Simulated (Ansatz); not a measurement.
**Structural relaxation of random alloy of the monolayer 2H MoS2-MoSe2 line, x = 0.12 (75 atoms)**

Aim: bring random alloy of the monolayer 2H MoS2-MoSe2 line, x = 0.12 (75 atoms) to a nearby minimum of the energy and see what moves.

Method: Kohn-Sham DFT, PBE, PAW (set soft_2, large core), plane waves, in Ansatz 0.2.0.

## Step 1: Starting point

The cell holds 75 atoms: 25 Mo, 44 S and 6 Se. Its edges and angles: a = 15.988 Å, b = 15.987 Å, c = 18.500 Å, α = 90.0°, β = 90.0°, γ = 120.0°. It derives from MoS2 (monolayer 2H MoS2-MoSe2) and MoSe2, repeated 5×5×1. Monolayer 2H MoS2-MoSe2: 75 atoms, 6 of 50 S sites given to Se at random, cell and internal coordinates interpolated linearly between the end members (Vegard's rule); not relaxed, displaced by a Gaussian of 0.02 Å. Lattice constants are starting values near those of PBE. Vacuum lies along c.

What the set-up can't give: The host structure and its lattice constant were typed by rule, without a check against the phase diagram. Only the Γ point is sampled in the main run, in a cell whose shortest periodic width is 14 Å.

## Step 2: Single point at the start

The forces at the start show how far the geometry lies from a minimum of this functional.

The input, input.yaml:

```yaml
crystal:
  lattice:
    - [15.9875, 0.0, 0.0]
    - [-7.99375, 13.84558, 0.0]
    - [0.0, 0.0, 18.5]
  atoms:
    - { symbol: Mo, position: [0.00159, 0.99912, 0.49943] }
    - { symbol: S, position: [0.13262, 0.06792, 0.58282] }
    - { symbol: S, position: [0.13497, 0.06557, 0.41504] }
    - { symbol: Mo, position: [0.00074, 0.20211, 0.49777] }
    - { symbol: S, position: [0.13265, 0.26611, 0.58653] }
    - { symbol: Se, position: [0.13183, 0.26642, 0.41375] }
    - { symbol: Mo, position: [0.00047, 0.40084, 0.49881] }
    - { symbol: S, position: [0.13542, 0.46797, 0.58585] }
    - { symbol: Se, position: [0.13397, 0.46568, 0.41456] }
    - { symbol: Mo, position: [0.99864, 0.59961, 0.50057] }
    - { symbol: S, position: [0.13218, 0.66609, 0.58456] }
    - { symbol: S, position: [0.13179, 0.6657, 0.41468] }
    - { symbol: Mo, position: [0.99877, 0.80034, 0.50179] }
    - { symbol: S, position: [0.13412, 0.86639, 0.58434] }
    - { symbol: S, position: [0.13362, 0.86911, 0.41475] }
    - { symbol: Mo, position: [0.19934, 0.00028, 0.50227] }
    - { symbol: S, position: [0.33393, 0.06756, 0.58563] }
    - { symbol: S, position: [0.33207, 0.06502, 0.41432] }
    - { symbol: Mo, position: [0.20016, 0.20085, 0.50091] }
    - { symbol: Se, position: [0.3347, 0.26708, 0.58626] }
    - { symbol: Se, position: [0.33329, 0.26848, 0.41525] }
    - { symbol: Mo, position: [0.19998, 0.40071, 0.49992] }
    - { symbol: S, position: [0.33585, 0.46886, 0.58767] }
    - { symbol: Se, position: [0.33054, 0.46458, 0.41415] }
    - { symbol: Mo, position: [0.20083, 0.60127, 0.50034] }
    - { symbol: S, position: [0.33058, 0.66622, 0.5862] }
    - { symbol: S, position: [0.33417, 0.66777, 0.41446] }
    - { symbol: Mo, position: [0.19988, 0.80027, 0.50044] }
    - { symbol: S, position: [0.33367, 0.86684, 0.58458] }
    - { symbol: Se, position: [0.33389, 0.86684, 0.41592] }
    - { symbol: Mo, position: [0.40163, 0.00027, 0.49959] }
    - { symbol: S, position: [0.53284, 0.06728, 0.58539] }
    - { symbol: S, position: [0.53293, 0.06673, 0.41403] }
    - { symbol: Mo, position: [0.40055, 0.19935, 0.50132] }
    - { symbol: S, position: [0.53427, 0.26752, 0.58412] }
    - { symbol: S, position: [0.53408, 0.26774, 0.41366] }
    - { symbol: Mo, position: [0.39969, 0.40005, 0.49852] }
    - { symbol: S, position: [0.53434, 0.46789, 0.58437] }
    - { symbol: S, position: [0.53282, 0.46477, 0.41465] }
    - { symbol: Mo, position: [0.39879, 0.60162, 0.50044] }
    - { symbol: S, position: [0.53274, 0.66555, 0.58668] }
    - { symbol: S, position: [0.53445, 0.66398, 0.41603] }
    - { symbol: Mo, position: [0.40228, 0.80049, 0.4987] }
    - { symbol: S, position: [0.53428, 0.86641, 0.58465] }
    - { symbol: S, position: [0.53219, 0.86746, 0.41555] }
    - { symbol: Mo, position: [0.5996, 0.00075, 0.49876] }
    - { symbol: S, position: [0.73437, 0.06673, 0.5851] }
    - { symbol: S, position: [0.73383, 0.06792, 0.41551] }
    - { symbol: Mo, position: [0.60076, 0.2002, 0.50008] }
    - { symbol: S, position: [0.73427, 0.267, 0.58604] }
    - { symbol: S, position: [0.73119, 0.26315, 0.41582] }
    - { symbol: Mo, position: [0.60305, 0.40064, 0.49989] }
    - { symbol: S, position: [0.73308, 0.46649, 0.58532] }
    - { symbol: S, position: [0.73156, 0.46592, 0.41362] }
    - { symbol: Mo, position: [0.6001, 0.59957, 0.50054] }
    - { symbol: S, position: [0.73383, 0.66809, 0.58553] }
    - { symbol: S, position: [0.7347, 0.66393, 0.414] }
    - { symbol: Mo, position: [0.60295, 0.80365, 0.49973] }
    - { symbol: S, position: [0.73322, 0.86634, 0.58674] }
    - { symbol: S, position: [0.73347, 0.86765, 0.41435] }
    - { symbol: Mo, position: [0.79863, 0.00045, 0.50054] }
    - { symbol: S, position: [0.93487, 0.06651, 0.58464] }
    - { symbol: S, position: [0.93421, 0.06701, 0.415] }
    - { symbol: Mo, position: [0.80075, 0.20168, 0.5004] }
    - { symbol: S, position: [0.93652, 0.26827, 0.58602] }
    - { symbol: S, position: [0.93173, 0.26754, 0.41515] }
    - { symbol: Mo, position: [0.80177, 0.40151, 0.49957] }
    - { symbol: S, position: [0.93396, 0.46585, 0.58742] }
    - { symbol: S, position: [0.9304, 0.46412, 0.41291] }
    - { symbol: Mo, position: [0.79808, 0.59838, 0.50211] }
    - { symbol: S, position: [0.93196, 0.66473, 0.58651] }
    - { symbol: S, position: [0.93171, 0.66488, 0.41564] }
    - { symbol: Mo, position: [0.80047, 0.79937, 0.50152] }
    - { symbol: S, position: [0.93466, 0.869, 0.58585] }
    - { symbol: S, position: [0.93536, 0.86682, 0.41338] }
kpoints:
  mp_grid: { grid: [1, 1, 1] }
hamiltonian:
  xc: pbe
  pseudopotentials: { kind: paw, core: large }
scf:
  occupations: { method: fermi_dirac, width: 0.025 }
output:
  forces: true
```

Launch:

```bash
$ ansatz run input.yaml --threads 6 --pin off --max-ram 102400MiB --backend cuda --events-out ev --progress --plain --runs-dir out
```

Numbers of over 12 decimals in the logs are rounded to 6 here.

Log:

```text
Engine: ansatz 0.2.0, x86_64-unknown-linux-gnu
Pseudopotentials: kind: paw
Pseudopotential: Mo, paw, valence charge 14, recommended cutoff 420 eV (normal), Mo.paw.azcp
Pseudopotential: S, paw, valence charge 6, recommended cutoff 420 eV (normal), S.paw.azcp
Pseudopotential: Se, paw, valence charge 6, recommended cutoff 420 eV (normal), Se.paw.azcp#standard-large-core
[... 5 lines on functional and potentials left out ...]
device memory: the entry about to start is reckoned to put 6.8 GiB on a device that reports 73.8 GiB free
GPU FFT provider: cuFFT
GPU libraries: cuBLAS 13.8.2, cuFFT 12.4.0, cuSOLVER 12.3.4
Crystal: 75 atoms, lattice volume = 4095.090 Å³
Basis set: ecut = 420 eV, 80065 PW (Γ), exchange–correlation on 216×216×250 points (8 copies of the dense FFT grid, shifted against one another)
Bands: 400, of which v1, the nominal top of the filled ones, is band 325 counted from 1 (324 counted from 0)
Symmetry: 1 space group operations
Space group: P1 (ITA 1), of the structure as read, at distance tolerance 1.6e-4 Å
k-points: 1
[... 7 lines on functional and potentials left out ...]
Initial density: superposition of atomic densities (neutral atoms: chi_scale 0, normalization atom)
Initial wavefunctions: pseudopotential atomic-orbital guess
GPU buffer pool allocated for 1458000 grid points (all kernels)
GPU transforms: local potential and band sums: pruned to the plane-wave sphere, on 108×108×125
Functional: x = pbe(κ = 0.804, μ = 0.219515), c = pbe(β = 0.066725)
SCF iter   1: F=—  HF=-179159.554671 eV  |F-HF|=—  |Δ(HF+E_count)|=         —  Δρ=5.05e-2  dr2=1.64e2  ethr=3.10e-3  ⟨swp⟩=8.0  Hψ=1815  notcnv=0  defer=5
preconditioner: auto → Resta (q_TF=auto, 2.008 Å⁻¹)  ε∞=3.1  [insulator: Δε(μ)=1.872 eV  Ē_g=8.440 eV  σ=0.025 eV  W_gap=1.00  n_scr=562 (ndim 8)  ℏωp=12.3 eV  f_vac=0.625  D(μ)=0.00/eV (n_scr^D=0)  ε∞_Penn≈3.1  vacuum switching on, ρ_ref=5.2e-3 e/Å³]
SCF iter   2: F=—  HF=-179139.625770 eV  |F-HF|=—  |Δ(HF+E_count)|=    1.99e1  Δρ=3.16e-2  dr2=1.25e2  ethr=3.10e-3  ⟨swp⟩=4.0  Hψ=953  notcnv=0  defer=63
SCF iter   3: F=—  HF=-179124.874077 eV  |F-HF|=—  |Δ(HF+E_count)|=    1.48e1  Δρ=1.29e-2  dr2=6.87e0  ethr=3.10e-3  ⟨swp⟩=5.0  Hψ=1025  notcnv=0  defer=28
automatic band count: iteration 3 solves 377 bands in place of 400: the levels show a gap, and the empty bands left out lie too high to hold charge; the band table lists the bands solved (type scf.n_extra_bands for more)
SCF iter   4: F=—  HF=-179124.262005 eV  |F-HF|=—  |Δ(HF+E_count)|=   6.12e-1  Δρ=7.81e-3  dr2=9.97e0  ethr=1.06e-3  ⟨swp⟩=5.0  Hψ=1143  notcnv=0  defer=37
SCF iter   5: F=—  HF=-179123.438771 eV  |F-HF|=—  |Δ(HF+E_count)|=   8.23e-1  Δρ=2.93e-3  dr2=4.98e-1  ethr=1.06e-3  ⟨swp⟩=5.0  Hψ=998  notcnv=0  defer=28
SCF iter   6: F=—  HF=-179123.380256 eV  |F-HF|=—  |Δ(HF+E_count)|=   5.85e-2  Δρ=1.21e-3  dr2=1.53e-1  ethr=7.66e-5  ⟨swp⟩=4.0  Hψ=699  notcnv=0  defer=28
SCF iter   7: F=—  HF=-179123.374901 eV  |F-HF|=—  |Δ(HF+E_count)|=   5.36e-3  Δρ=8.06e-4  dr2=6.15e-2  ethr=2.36e-5  ⟨swp⟩=3.0  Hψ=533  notcnv=0  defer=28
SCF iter   8: F=—  HF=-179123.369351 eV  |F-HF|=—  |Δ(HF+E_count)|=   5.55e-3  Δρ=2.79e-4  dr2=4.22e-3  ethr=9.47e-6  ⟨swp⟩=3.0  Hψ=537  notcnv=0  defer=28
SCF iter   9: F=—  HF=-179123.368199 eV  |F-HF|=—  |Δ(HF+E_count)|=   1.15e-3  Δρ=2.37e-4  dr2=4.84e-3  ethr=6.49e-7  ⟨swp⟩=2.0  Hψ=649  notcnv=0  defer=28
SCF iter  10: F=—  HF=-179123.368679 eV  |F-HF|=—  |Δ(HF+E_count)|=   4.80e-4  Δρ=8.80e-5  dr2=1.23e-3  ethr=6.49e-7  ⟨swp⟩=3.0  Hψ=577  notcnv=0  defer=28
SCF iter  11: F=—  HF=-179123.367727 eV  |F-HF|=—  |Δ(HF+E_count)|=   9.52e-4  Δρ=4.42e-5  dr2=2.07e-4  ethr=1.88e-7  ⟨swp⟩=3.0  Hψ=554  notcnv=0  defer=28
SCF iter  12: F=—  HF=-179123.367736 eV  |F-HF|=—  |Δ(HF+E_count)|=   8.28e-6  Δρ=1.51e-5  dr2=1.47e-5  ethr=3.19e-8  ⟨swp⟩=3.0  Hψ=529  notcnv=0  defer=28
SCF iter  13: F=—  HF=-179123.368663 eV  |F-HF|=—  |Δ(HF+E_count)|=   9.27e-4  Δρ=9.50e-6  dr2=3.50e-6  ethr=2.27e-9  ⟨swp⟩=2.0  Hψ=622  notcnv=0  defer=28
SCF iter  14: F=—  HF=-179123.368664 eV  |F-HF|=—  |Δ(HF+E_count)|=   1.84e-6  Δρ=6.99e-6  dr2=6.83e-6  ethr=5.38e-10  ⟨swp⟩=2.0  Hψ=524  notcnv=0  defer=28
SCF iter  15: F=—  HF=-179123.368664 eV  |F-HF|=—  |Δ(HF+E_count)|=   2.69e-7  Δρ=2.28e-6  dr2=2.06e-7  ethr=5.38e-10  ⟨swp⟩=2.0  Hψ=533  notcnv=0  defer=28
SCF iter  16: F=—  HF=-179123.368664 eV  |F-HF|=—  |Δ(HF+E_count)|=   9.18e-8  Δρ=1.58e-6  dr2=2.54e-7  ethr=1.54e-11  ⟨swp⟩=5.0  Hψ=1377  notcnv=0
SCF iter  17: F=-179123.368664 eV  HF=-179123.368664 eV  |F-HF|=4.12e-8  |Δ(HF+E_count)|=   4.80e-9  Δρ=9.47e-7  dr2=7.53e-8  ethr=1.54e-11  ⟨swp⟩=3.0  Hψ=1206  notcnv=0
SCF 1 converged in 17 iterations: F = -179123.368664 eV  dr2 = 7.53e-8
  greatest PAW one-centre occupation: 0.998 electrons in one spin orbital (limit 2), on the Mo atom at site 36 (counted from 0), in its partial waves of l = 0
SCF converged after 17 iterations
Free energy (F): -179123.368664 eV
Harris-Foulkes:  -179123.368664 eV  (|F-HF|=4.12e-8)
Internal energy: -179123.368664 eV  (E = F + TS)
E sigma→0 (E₀):  -179123.368664 eV
Fermi energy:    0.390672 eV
--- Per-component energies (eV) ---
  E_band       = -10864.728204
  E_kinetic    = 16336.004685
  E_local      = -353561.004009  (includes V_loc(G=0)·N_el)
  E_nonlocal   = 5133.244051
  E_hartree    = 167577.905010
  E_xc         = -10010.691521
  E_vxc        = -10073.385907  (∫ρ·V_xc dr)
  E_paw        = -119663.776482  (= ΣΔE_a)
  E_vpaw       = -3855.349098  (= ΣTr[D̂ρ^β])
  E_aug_tail   = 0.001100  (compensation charges beyond the density's cutoff)
  E_ewald      = 115064.948502
  E_smearing   = -0.000000  (= −TS)
  E_closure    = 0.000000  (closes the sum)
  Σ components = -179123.368664   (vs F -179123.368664, Δ=0.00e0)
--- Forces (eV/Å), atoms counted from 1 ---
  atom   1  Mo    -0.66143313     0.16989094    -0.28934331
  atom   2  S      0.11312404    -0.16645438     0.64608860
  atom   3  S     -0.13036944     0.19347321     0.27156265
  atom   4  Mo    -0.87211937    -1.05231684     2.06093109
  atom   5  S     -0.14091011     0.16402960    -0.62964679
  atom   6  Se     0.43465175     0.14037276    -2.45839847
  atom   7  Mo    -0.93868829    -0.39920210     1.63476003
  atom   8  S     -0.31988567    -0.03436218    -0.52318243
  atom   9  Se    -0.31262768     0.54121286    -2.56630315
  atom  10  Mo     0.21433265    -0.43927387    -0.18850125
  atom  11  S      0.01171454     0.07430886    -0.13274317
  atom  12  S     -0.03786557     0.16080401     0.40936035
  atom  13  Mo     0.44247648    -0.26829516    -0.68478499
  atom  14  S     -0.22998510     0.00750613     0.25767775
[...]
atom  74  S     -0.03848644    -0.23804480    -0.17223172
  atom  75  S     -0.27537992    -0.21198341     0.77797260
  max |Σ_I F_I| component: 2.32e-5 eV/Å
```

It took 4.3 s on 1 × NVIDIA H100 80GB HBM3 with 6 threads of AMD EPYC 7R13 (Zen 3), shared host; peak memory 1.6 GiB.

That memory is the host's; the program planned up to 6.8 GiB on the GPU.

The program notes that potentials were chosen by core size.

Numbers from this run:

```
free energy            : -179123.3687 eV
free energy per atom   : -2388.3116 eV/atom
SCF cycles             : 17
r.m.s. force component : 0.7024 eV/Å
longest force          : 3.401 eV/Å
Fermi energy           : 0.3907 eV
```

The r.m.s. force component of 0.70 eV/Å sets the starting point.

Length of the force by element:

```tsv
element	coordination	atoms	mean length of the force (eV/Å)	spread	least	most
Mo	all	25	1.28	0.758	0.337	3.40
S	all	44	0.528	0.232	0.12	0.972
Se	all	6	2.60	0.198	2.28	2.89
```

## Step 3: Relaxation

The atoms are relaxed in the fixed cell, aiming at the force tolerance of the input.

input.yaml, as its differences from that of step 2:

```diff
@@ -16 +16,4 @@
   forces: true
+relax:
+  f_tol: 0.04
+  max_steps: 150
```

Log:

```text
[...]
GPU FFT provider: cuFFT
GPU libraries: cuBLAS 13.8.2, cuFFT 12.4.0, cuSOLVER 12.3.4
Crystal: 75 atoms, lattice volume = 4095.090 Å³
Basis set: ecut = 420 eV, 80065 PW (Γ), exchange–correlation on 216×216×250 points (8 copies of the dense FFT grid, shifted against one another)
Bands: 400, of which v1, the nominal top of the filled ones, is band 325 counted from 1 (324 counted from 0)
Symmetry: 1 space group operations
[...]
k-points: 1
[...]
GPU buffer pool allocated for 1458000 grid points (all kernels)
[...]
SCF iter   1: F=—  HF=-179159.554631 eV  |F-HF|=—  |Δ(HF+E_count)|=         —  Δρ=5.05e-2  dr2=1.64e2  ethr=3.10e-3  ⟨swp⟩=8.0  Hψ=1815  notcnv=0  defer=5
[...]
SCF iter  12: F=-179123.368659 eV  HF=-179123.368662 eV  |F-HF|=2.48e-6  |Δ(HF+E_count)|=   1.63e-5  Δρ=1.43e-5  dr2=1.11e-5  ethr=6.15e-9  ⟨swp⟩=3.0  Hψ=1518  notcnv=0
SCF 1 converged in 12 iterations: F = -179123.368659 eV  dr2 = 1.11e-5
[...]
relax step   1: F+E_penalty+E_count = -179123.36865938 eV  Δ(F+E_penalty+E_count) = +0.000e0 eV  max|allowed force component| = 3.360e0 eV/Å  Δτ_max = 0.0000 Å  (12 SCF iters, dr2 threshold 4.00e-5 eV, accepted)
[...]
relax step   2: F+E_penalty+E_count = -179125.05374469 eV  Δ(F+E_penalty+E_count) = -1.685e0 eV  max|allowed force component| = 7.386e-1 eV/Å  Δτ_max = 0.1964 Å  (8 SCF iters, dr2 threshold 1.00e-4 eV, accepted)
[...]
relax step   3: F+E_penalty+E_count = -179125.36710626 eV  Δ(F+E_penalty+E_count) = -3.134e-1 eV  max|allowed force component| = 1.841e-1 eV/Å  Δτ_max = 0.0826 Å  (8 SCF iters, dr2 threshold 3.41e-5 eV, accepted)
[...]
relax step   4: F+E_penalty+E_count = -179125.37181497 eV  Δ(F+E_penalty+E_count) = -4.709e-3 eV  max|allowed force component| = 4.227e-3 eV/Å  Δτ_max = 0.0157 Å  (7 SCF iters, dr2 threshold 2.12e-6 eV, accepted)
[...]
relax step   5: F+E_penalty+E_count = -179125.37181499 eV  Δ(F+E_penalty+E_count) = -2.160e-8 eV  max|allowed force component| = 4.247e-3 eV/Å  Δτ_max = 0.0000 Å  (4 SCF iters, accepted)
SCF converged after 4 iterations
Free energy (F): -179125.371815 eV
[...]
Internal energy: -179125.371815 eV  (E = F + TS)
E sigma→0 (E₀):  -179125.371815 eV
Fermi energy:    0.429106 eV
[...]
--- Forces (eV/Å), atoms counted from 1 ---
  atom   1  Mo    -0.00033237     0.00169346    -0.00013617
  atom   2  S      0.00047075     0.00031373     0.00024581
  atom   3  S      0.00016777     0.00056121    -0.00108049
  atom   4  Mo     0.00004526    -0.00119592     0.00066062
  atom   5  S     -0.00020981    -0.00051622    -0.00087103
  atom   6  Se    -0.00177583    -0.00033475    -0.00222897
  atom   7  Mo    -0.00013569    -0.00031345     0.00097817
  atom   8  S     -0.00009858     0.00035126    -0.00350405
  atom   9  Se    -0.00087100     0.00091959    -0.00283295
  atom  10  Mo    -0.00048424    -0.00009378     0.00030240
  atom  11  S      0.00052053    -0.00005502    -0.00066672
  atom  12  S      0.00077751    -0.00038395     0.00036391
  atom  13  Mo     0.00078345    -0.00038901     0.00002024
  atom  14  S      0.00093707     0.00009439     0.00113793
[...]
atom  74  S      0.00024645     0.00016566     0.00074095
  atom  75  S      0.00028409     0.00017018     0.00041895
  max |Σ_I F_I| component: 7.83e-5 eV/Å
--- Relaxed structure (5 steps of the walk, 5 accepted, 0 SCFs on fresh bases) ---
  F+E_penalty+E_count = -179125.37181499 eV   max|allowed force component| = 4.247e-3 eV/Å
  atoms:
    - { symbol: Mo, position: [-0.000810937, 0.999074, 0.501047] }
    - { symbol: S, position: [0.132650, 0.066063, 0.584856] }
    - { symbol: S, position: [0.131646, 0.063487, 0.416236] }
    - { symbol: Mo, position: [-0.00249597, 0.198775, 0.499303] }
[...]
- { symbol: S, position: [0.932584, 0.865772, 0.417232] }
```

It took 12 s on 1 × NVIDIA H100 80GB HBM3 with 6 threads; peak memory 1.7 GiB.

That memory is the host's; the program planned up to 6.8 GiB on the GPU.

Relaxation path:

```tsv
step	energy less that of the first step (eV)	largest force component (eV/Å)
1	0.0000	3.3603
2	-1.6851	0.7386
3	-1.9984	0.1841
4	-2.0032	0.0042
5	-2.0032	0.0042
```

The atoms that moved most (Å):

```tsv
atom	dx	dy	dz	length
Se9	-0.059	0.031	-0.179	0.191
Se24	0.059	0.064	-0.169	0.190
Se30	-0.008	0.007	-0.169	0.169
Se6	0.003	-0.038	-0.161	0.166
Se21	0.054	-0.042	-0.127	0.145
S23	-0.039	-0.018	-0.123	0.130
Se20	-0.026	0.000	0.105	0.108
S5	-0.010	0.018	-0.102	0.104
```

The relaxation changed the energy by -26.7 meV/atom, and atoms moved by 0.067 Å r.m.s., 0.19 Å at most.

## Step 4: Structure statistics after relaxation

Bonds before and after, by the cutoffs listed below:

```tsv
pair	bonds before	bonds after	mean before (Å)	mean after (Å)	spread before (Å)	spread after (Å)
S-Mo	132	132	2.431	2.413	0.026	0.003
Mo-Se	18	18	2.430	2.539	0.026	0.003
```

Normalised to the volume that the atoms fill. g(r), total and by pair (bins of 0.2 Å):

```tsv
r (Å)	total	S-S	S-Mo	S-Se	Mo-Mo	Mo-Se	Se-Se
2.40	3.84	0.00	9.80	0.00	0.00	0.00	0.00
2.60	0.48	0.00	0.00	0.00	0.00	9.05	0.00
2.80	0.00	0.00	0.00	0.00	0.00	0.00	0.00
3.00	0.00	0.00	0.00	0.00	0.00	0.00	0.00
3.20	4.18	6.83	0.00	5.27	11.34	0.00	12.55
3.40	0.01	0.00	0.00	0.00	0.00	0.00	2.35
3.60	0.00	0.00	0.00	0.00	0.00	0.00	0.00
3.80	0.00	0.00	0.00	0.00	0.00	0.00	0.00
4.00	1.53	0.00	3.60	0.00	0.00	2.32	0.00
4.20	0.06	0.00	0.00	0.00	0.00	1.12	0.00
4.40	0.99	2.88	0.00	0.00	0.00	0.00	0.00
4.60	0.26	0.00	0.00	2.78	0.00	0.00	0.00
4.80	0.02	0.00	0.00	0.00	0.00	0.00	2.40
5.00	0.16	0.00	0.41	0.00	0.00	0.00	0.00
5.20	1.79	0.00	3.99	0.00	0.00	4.29	0.00
5.40	0.06	0.13	0.00	0.00	0.15	0.00	0.00
5.60	1.19	1.75	0.00	1.89	3.61	0.00	1.72
5.80	0.00	0.00	0.00	0.00	0.00	0.00	0.00
6.00	0.00	0.00	0.00	0.00	0.00	0.00	0.00
6.20	0.00	0.00	0.00	0.00	0.00	0.00	0.00
6.40	1.56	2.83	0.00	2.86	2.83	0.00	1.31
6.60	0.01	0.00	0.00	0.04	0.00	0.00	0.62
6.80	1.04	0.00	2.45	0.00	0.00	1.63	0.00
7.00	0.17	0.35	0.03	0.00	0.00	0.80	0.00
7.20	0.38	0.79	0.00	1.19	0.00	0.00	0.51
7.40	0.02	0.00	0.04	0.00	0.00	0.00	0.00
7.60	0.43	0.00	0.98	0.00	0.00	1.00	0.00
7.80	0.00	0.00	0.00	0.00	0.00	0.00	0.00
```

Bonds by pair of elements; cutoffs follow the first minimum of g(r), held within bounds set by covalent radii, and pairs that aren't listed don't count as bonded:

```tsv
pair A-B	cutoff (Å)	bonds	mean length (Å)	spread (Å)	shortest (Å)	B about A	A about B
S-Mo	3.03	132	2.41	0.003	2.40	3	5.28
Mo-Se	3.21	18	2.54	0.003	2.53	0.72	3
```

How many atoms have how many bonded neighbours:

```tsv
element	mean	3	6
Mo	6	0	25
S	3	44	0
Se	3	6	0
```

Bond angles (no mean is given where the spread exceeds 20°):

```tsv
angle	count	mean (°)	spread (°)
S-Mo-S	295	-	-
Mo-S-Mo	132	82.8	0.5
S-Mo-Se	70	-	-
Mo-Se-Mo	18	79.2	0.7
Se-Mo-Se	10	-	-
```

By these cutoffs all Mo atoms have 6, all S atoms have 3 and all Se atoms have 3 bonded neighbours.

(Part 1 of 3 ends here.)

[Logs are printed without paths, hosts, clocks, repeated set-up lines and the standing remarks that a program may print on its own settings, such as how far it seeks lower states.]

[Hosts, paths, dates, database ids (printed as entryN), source tags and the programs' standing remarks are cut or masked in the printed files.]
